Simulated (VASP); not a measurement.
# Al (Fm-3m) in VASP: a series of runs, part 2 of 2

VASP 6.6.1.

## 4. Relaxation of cell and atoms, LDA

INCAR reads:

```
SYSTEM = Al
PREC = Accurate
ENCUT = 600
EDIFF = 1E-6
ISMEAR = -1
SIGMA = 0.05
LREAL = .FALSE.
LASPH = .TRUE.
NELM = 60
ALGO = Fast
ISIF = 3
LWAVE = .FALSE.
LCHARG = .FALSE.
IBRION = 2
NSW = 40
EDIFFG = -0.01
```

KPOINTS reads:

```
Automatic mesh
0
G
  11 11 11
  0 0 0
```

POSCAR reads:

```
Al
1.0
    0.0000000000      2.0248050000      2.0248050000
    2.0248050000      0.0000000000      2.0248050000
    2.0248050000      2.0248050000      0.0000000000
Al
1
Direct
    0.0000000000      0.0000000000      0.0000000000
```

Potentials or basis: VASP PAW LDA potentials, release 64 (Al).

Run with:

```
$ cat potpaw_LDA.64/Al/POTCAR > POTCAR
$ mpirun -np 1 vasp_std > vasp.out
```

OUTCAR:

```text
SYSTEM = Al
   PREC = Accurate
   ENCUT = 600
   EDIFF = 1E-6
   ISMEAR = -1
   LREAL = .FALSE.
   LASPH = .TRUE.
   NELM = 60
   ISIF = 3
   IBRION = 2
   NSW = 40
   EDIFFG = -0.01

 ion  position               nearest neighbor table
   1  0.000  0.000  0.000-

  LATTYP: Found a face centered cubic cell.
 ALAT       =     4.0496100000

  Lattice vectors:

 A1 = (   0.0000000000,   2.0248050000,   2.0248050000)
 A2 = (   2.0248050000,   0.0000000000,   2.0248050000)
 A3 = (   2.0248050000,   2.0248050000,   0.0000000000)

Analysis of symmetry for initial positions (statically):
=====================================================================
 Subroutine PRICEL returns:
 Original cell was already a primitive cell.

 Routine SETGRP: Setting up the symmetry group for a
 face centered cubic supercell.

 Subroutine GETGRP returns: Found 48 space group operations
 (whereof 48 operations were pure point group operations)
 out of a pool of 48 trial point group operations.

The static configuration has the point symmetry O_h .

Analysis of symmetry for dynamics (positions and initial velocities):
=====================================================================
 Subroutine PRICEL returns:
 Original cell was already a primitive cell.

 Routine SETGRP: Setting up the symmetry group for a
 face centered cubic supercell.

 Subroutine GETGRP returns: Found 48 space group operations
 (whereof 48 operations were pure point group operations)
 out of a pool of 48 trial point group operations.

The dynamic configuration has the point symmetry O_h .

 Subroutine INISYM returns: Found 48 space group operations
 (whereof 48 operations are pure point group operations),
 and found     1 'primitive' translations

----------------------------------------------------------------------------------------

                                     Primitive cell

  volume of cell :      16.6027

  direct lattice vectors                    reciprocal lattice vectors
     0.000000000  2.024805000  2.024805000    -0.246937359  0.246937359  0.246937359
     2.024805000  0.000000000  2.024805000     0.246937359 -0.246937359  0.246937359
     2.024805000  2.024805000  0.000000000     0.246937359  0.246937359 -0.246937359

  length of vectors
     2.863506692  2.863506692  2.863506692     0.427708053  0.427708053  0.427708053

  position of ions in fractional coordinates (direct lattice)
     0.000000000  0.000000000  0.000000000

  ion indices of the primitive-cell ions
   primitive index   ion index
                 1           1

----------------------------------------------------------------------------------------

 KPOINTS: Automatic mesh

Automatic generation of k-mesh.
 Grid dimensions read from file:
 generate k-points for:   11   11   11

 Generating k-lattice:

  Cartesian coordinates                     Fractional coordinates (reciprocal lattice)
[... 41 lines left out ...]
 [... further k-points ...]
   k-points           NKPTS =     56   k-points in BZ     NKDIM =     56   number of bands    NBANDS=      5
   number of dos      NEDOS =    301   number of ions     NIONS =      1
   total plane-waves  NPLWV =  13824
   dimension x,y,z NGX =    24 NGY =   24 NGZ =   24
   dimension x,y,z NGXF=    48 NGYF=   48 NGZF=   48
   ions per type =               1
   NGX,Y,Z   is equivalent  to a cutoff of  13.93, 13.93, 13.93 a.u.
   NGXF,Y,Z  is equivalent  to a cutoff of  27.87, 27.87, 27.87 a.u.
 SYSTEM =  Al
   PREC   = accura    normal or accurate (medium, high low for compatibility)
   ISTART =      0    job   : 0-new  1-cont  2-samecut
   ICHARG =      2    charge: 1-file 2-atom 10-const
   ISPIN  =      1    spin polarized calculation?
   LNONCOLLINEAR =      F non collinear calculations
   LSORBIT =      F    spin-orbit coupling
   LASPH  =      T    aspherical Exc in radial PAW
   ENCUT  =  600.0 eV  44.10 Ry    6.64 a.u.   5.72  5.72  5.72*2*pi/ulx,y,z
   NELM   =     60;   NELMIN=  2; NELMDL= -5     # of ELM steps
   EDIFF  = 0.1E-05   stopping-criterion for ELM
   LREAL  =      F    real-space projection
   EDIFFG = -.1E-01   stopping-criterion for IOM
   NSW    =     40    number of steps for IOM
   IBRION =      2    ionic relax: 0-MD 1-quasi-New 2-CG
   NFREE  =      1    steps in history (QN), initial steepest desc. (CG)
   ISIF   =      3    stress and relaxation
   ISYM   =      2    0-nonsym 1-usesym 2-fastsym
   POTIM  = 0.5000    time-step for ionic-motion
   TEBEG  =    0.0;   TEEND  =   0.0 temperature during run
   PSTRESS=    0.0 pullay stress
   NELECT =       3.0000    total number of electrons
   NUPDOWN=      -1.0000    fix difference up-down
   EMIN   =  10.00;   EMAX   =-10.00  energy-range for DOS
   EFERMI =   0.00;   METHOD = LEGACY
   ISMEAR =    -1;   SIGMA  =   0.05  broadening in eV -4-tet -1-fermi 0-gaus
   EFERMI_NEDOS =   21; number of points for ismear=-14 and -15
   IALGO  =     68    algorithm
   IMIX   =      4    mixing-type and parameters
     AMIX     =   0.40;   BMIX     =  1.00
     AMIX_MAG =   1.60;   BMIX_MAG =  1.00
  volume/ion in A,a.u.               =      16.60       112.04
  Fermi-wavevector in a.u.,A,eV,Ry     =   0.925526  1.748991 11.654733  0.856599
  Thomas-Fermi vector in A             =   2.051390
   LORBIT       =      0    0 simple, 1 ext, 2 COOP (PROOUT), +10 PAW based schemes
   GGA     = CA    functional components
   LHFCALC =     F    Hartree Fock is set to
   AEXX    =    0.0000 exact exchange contribution
   IVDW    =     0    specifies the selected vdW correction
   LEPSILON=     F    determine dielectric tensor
   LRPA    =     F    only Hartree local field effects (RPA)
 conjugate gradient relaxation of ions
 non-spin polarized calculation
 RMM-DIIS sequential band-by-band and
  energy-cutoff  :      600.00
  volume of cell :       16.60
 maximum number of plane-waves:       564
   NGX = 11   NGY = 11   NGZ = 11

--------------------------------------- Ionic step        1  -------------------------------------------

 number of electron       3.0000000 magnetization

 Free energy of the ion-electron system (eV)
  ---------------------------------------------------
  ext. energy  EPLUGINS =         0.00000000
  ---------------------------------------------------
  free energy    TOTEN  =        -4.19246437 eV

  energy without entropy =       -4.18843379  energy(sigma->0) =       -4.19044908

------------------------ aborting loop because EDIFF is reached ----------------------------------------

  FORCE on cell =-STRESS in cart. coord.  units (eV):
  Direction    XX          YY          ZZ          XY          YZ          ZX
  --------------------------------------------------------------------------------------
  -------------------------------------------------------------------------------------
  Total       -0.3738704     -0.3738704     -0.3738704     -0.0000000      0.0000000     -0.0000000
  in kB      -36.0787957    -36.0787957    -36.0787957     -0.0000000      0.0000000     -0.0000000
  external PRESSURE =     -36.0787957 kB  Pullay stress =       0.0000000 kB
[... 57 lines left out ...]
--------------------------------------- Ionic step        3  -------------------------------------------

 number of electron       3.0000000 magnetization

 Free energy of the ion-electron system (eV)
  ---------------------------------------------------
  ext. energy  EPLUGINS =         0.00000000
  ---------------------------------------------------
  free energy    TOTEN  =        -4.20139324 eV

  energy without entropy =       -4.19743497  energy(sigma->0) =       -4.19941410

 E-fermi :   8.2258     XC(G=0): -10.4951

 val. band max:        8.2076727192   @ k =  -0.4545   0.3636   0.0000
 cond. band min:       8.2512770473   @ k =   0.4545   0.1818   0.0909
 fundamental gap:      0.0436043281
 Fermi energy:         8.2257979670

 k-point     1 :       0.0000    0.0000    0.0000
  band No.  band energies     occupation
      1      -3.1634      2.00000
      2      21.0131      0.00000
      3      21.0131      0.00000
      4      21.0131      0.00000
      5      22.6497      0.00000
[... 177 lines left out ...]
 k-point    24 :      -0.1818    0.1818    0.0000
  band No.  band energies     occupation
      1      -0.7286      2.00000
      2      12.1005      0.00000
      3      13.6325      0.00000
      4      20.3110      0.00000
      5      22.4057      0.00000

 [... further k-points ...]

------------------------ aborting loop because EDIFF is reached ----------------------------------------

  FORCE on cell =-STRESS in cart. coord.  units (eV):
  Direction    XX          YY          ZZ          XY          YZ          ZX
  --------------------------------------------------------------------------------------
  -------------------------------------------------------------------------------------
  Total        0.0004653      0.0004653      0.0004653      0.0000000      0.0000000      0.0000000
  in kB        0.0470550      0.0470550      0.0470550      0.0000000      0.0000000      0.0000000
  external PRESSURE =       0.0470550 kB  Pullay stress =       0.0000000 kB
[... 16 lines left out ...]
  FREE ENERGIE OF THE ION-ELECTRON SYSTEM (eV)
  ---------------------------------------------------
  free  energy   TOTEN  =        -4.2013932407 eV

  energy  without entropy=       -4.1974349689  energy(sigma->0) =       -4.19941410

 reached required accuracy - stopping structural energy minimisation
```

OSZICAR:

```text
N       E                     dE             d eps       ncg     rms          rms(c)
DAV:   1    -0.164260912292E+01   -0.16426E+01   -0.10267E+03   570   0.399E+02
DAV:   2    -0.420013853360E+01   -0.25575E+01   -0.23729E+01   730   0.329E+01
DAV:   3    -0.422112127270E+01   -0.20983E-01   -0.20981E-01   760   0.365E+00
DAV:   4    -0.422115376714E+01   -0.32494E-04   -0.32495E-04   760   0.157E-01
[... 14 lines left out ...]
       N       E                     dE             d eps       ncg     rms          rms(c)
DAV:   1    -0.420142245913E+01   -0.28543E-03   -0.29427E-03   720   0.343E-01    0.529E-02
RMM:   2    -0.420140480612E+01    0.17653E-04   -0.14095E-05   558   0.367E-02    0.245E-02
RMM:   3    -0.420139339279E+01    0.11413E-04   -0.49842E-06   560   0.170E-02    0.464E-03
RMM:   4    -0.420139324071E+01    0.15209E-06   -0.84444E-07   347   0.875E-03
   3 F= -.42013932E+01 E0= -.41994141E+01  d E =-.892888E-02
```

Run time: 4.4 s. Hardware: 1 thread of Intel Xeon Platinum 8488C (Sapphire Rapids), shared host; peak memory 0.12 GiB.

What came out:

| Item | Value |
| --- | --- |
| Free energy | -4.2014 eV |
| Relaxed volume | 15.84 Å³/atom |
| Relaxed cell | a = 2.819 Å, b = 2.819 Å, c = 2.819 Å, α = 60.00°, β = 60.00°, γ = 60.00° |
| Space group after relaxing (to 0.05 Å) | Fm-3m (No. 225) |
| Energy gained by relaxing | 8.9 meV/atom |
| Ionic steps | 3 |
| Pressure after relaxing | 0.0 GPa |
| Band gap on the k mesh | none (metal or under the smearing width) |

Step by step:
```
step  energy change (eV)  largest force (eV/Å)  pressure (GPa)  volume (Å³)
   1              0.0000                0.0000           -3.61        16.60
   2             -0.0087                0.0000            0.67        15.72
   3             -0.0089                0.0000            0.00        15.84
```

Final structure:
```
Al
1.0
     0.00000    1.99339    1.99339
     1.99339    0.00000    1.99339
     1.99339    1.99339    0.00000
Al
1
Direct
  0.00000 0.00000 0.00000
```

## 5. Relaxation of cell and atoms, PBEsol

INCAR reads:

```
SYSTEM = Al
ALGO = Normal ; EDIFF = 1E-6
EDIFFG = -0.02 ; ENCUT = 600
GGA = PS ; IBRION = 2
ISIF = 3 ; ISMEAR = -1
LASPH = .TRUE. ; LCHARG = .FALSE.
LREAL = .FALSE. ; LWAVE = .FALSE.
NELM = 60 ; NSW = 40
PREC = Accurate ; SIGMA = 0.05
```

KPOINTS reads:

```
k-points
0
G
  11 11 11
  0 0 0
```

POSCAR is that of step 4.

Potentials or basis: VASP PAW PBE potentials, release 64 (Al).

Run with:

```
$ cat potpaw_PBE.64/Al/POTCAR > POTCAR
$ mpirun -np 1 vasp_std > vasp.out
```

Wall time 5.4 s (1 thread of Intel Xeon Platinum 8488C (Sapphire Rapids), shared host); peak memory 0.13 GiB.

It converged, with:

* Free energy: -4.1019 eV
* Relaxed volume: 16.22 Å³/atom
* Relaxed cell: a = 2.841 Å, b = 2.841 Å, c = 2.841 Å, α = 60.00°, β = 60.00°, γ = 60.00°
* Space group after relaxing (to 0.05 Å): Fm-3m (No. 225)
* Energy gained by relaxing: 2.3 meV/atom
* Ionic steps: 3
* Pressure after relaxing: 0.0 GPa
* Band gap on the k mesh: none (metal or under the smearing width)

Step by step:
```tsv
step	energy change (eV)	largest force (eV/Å)	pressure (GPa)	volume (Å³)
1	0.0000	0.0000	-1.87	16.60
2	-0.0022	0.0000	0.39	16.14
3	-0.0023	0.0000	0.00	16.22
```

Final structure:
```
CELL_PARAMETERS angstrom
0.00000 2.00892 2.00892
2.00892 0.00000 2.00892
2.00892 2.00892 0.00000
ATOMIC_POSITIONS crystal
Al 0.00000 0.00000 0.00000
```

Levels at points of the mesh, in eV from the Fermi level:
```csv
k point,band 1,band 2,band 3,band 4,band 5
"(0.00, 0.00, 0.00)",-11.25,12.69,12.69,12.69,14.31
```

Caveat: the PAW data sets were made with another functional, which shifts forces and pressure a little.

## 6. For comparison

An earlier run on the cell as given: functional PBE; potentials or basis VASP PAW PBE potentials, release 64 (Al); cutoff 520 eV; k mesh 11 × 11 × 11; occupations fermi-dirac, width 0.05 eV; no spin polarisation.

* Pressure: -0.5 GPa
* Band gap on the k mesh: none (metal or under the smearing width)

## 7. Summary

```tsv
task	level	potentials or basis	cell	cutoff (eV)	smearing	gap on the mesh (eV)	pressure (GPa)	relaxed volume (Å³/atom)
single point	PBE	VASP PAW PBE potentials, release 64 (Al)	as given	520	gaussian 0.011 eV	none	-0.6	-
relaxation of cell and atoms	PBE	VASP PAW PBE potentials, release 64 (Al)	relaxed	600	fermi-dirac 0.05 eV	none	0.0	16.51
relaxation of cell and atoms	LDA	VASP PAW LDA potentials, release 64 (Al)	relaxed	600	fermi-dirac 0.05 eV	none	0.0	15.84
relaxation of cell and atoms	PBEsol	VASP PAW PBE potentials, release 64 (Al)	relaxed	600	fermi-dirac 0.05 eV	none	0.0	16.22
single point	PBE	VASP PAW PBE potentials, release 64 (Al)	as given	520	fermi-dirac 0.05 eV	none	-0.5	-
```

Alike in all rows: no spin polarisation; k mesh 11 × 11 × 11.

Caveats: the PAW data sets were made with another functional, which shifts forces and pressure a little (some runs).

Total energies depend on the potentials used, so only differences within one code and one set of settings carry meaning.

## 8. Comparison with measurements

Step 3. The cell as given is a measured one (16.60 Å³/atom); PBE puts the equilibrium volume -0.6 % from it, thermal expansion not counted.

Step 4. The cell as given is a measured one (16.60 Å³/atom); LDA puts the equilibrium volume -4.6 % from it, thermal expansion not counted.

Step 5. The cell as given is a measured one (16.60 Å³/atom); PBEsol puts the equilibrium volume -2.3 % from it, thermal expansion not counted.
